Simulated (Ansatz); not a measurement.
We consider rock-salt LiI, described by LDA (Ansatz, a quantum-chemistry and plane-wave program, plane waves, PAW).

Numerical settings: plane-wave cutoff 520 eV, 10×10×10 k mesh, Fermi–Dirac smearing 0.01 eV, scalar-relativistic PAW data made under PBE.

Energies at three volumes about the minimum:

```tsv
V (Å³/atom)	E − E_lowest (meV/atom)
23.960	0.81
24.449	0.00
24.938	0.76
```

Problem. Fit a parabola by hand: where is the minimum, what lattice constant follows, and what is the bulk modulus?

Solution. Slopes: (0.00 − 0.81)/(24.449 − 23.960) = -1.656 and (0.76 − 0.00)/(24.938 − 24.449) = 1.554 meV/Å³. Curvature E″ = 2 × (1.554 − (-1.656))/(24.938 − 23.960) = 6.564 meV/Å⁶. From the middle of the first interval, the slope vanishes at V0 = 24.2045 − (-1.656)/6.564 = 24.457 Å³/atom. B = V0 E″ = 24.457 × 6.564 meV/Å³ × 0.1602 GPa per meV/Å³ = 25.7 GPa. With 8 atoms in the cube, a = (8 × 24.457)^(1/3) = 5.805 Å. The full Birch–Murnaghan fit to all volumes gives V0 = 24.448 Å³/atom and B0 = 25.7 GPa.

Measured, for comparison: bulk modulus 24 GPa (0 K, extrapolated to 0 K; as tabulated in Doll and Stoll (1998), arXiv:cond-mat/9801031). Computed less measured: bulk modulus +7 %.
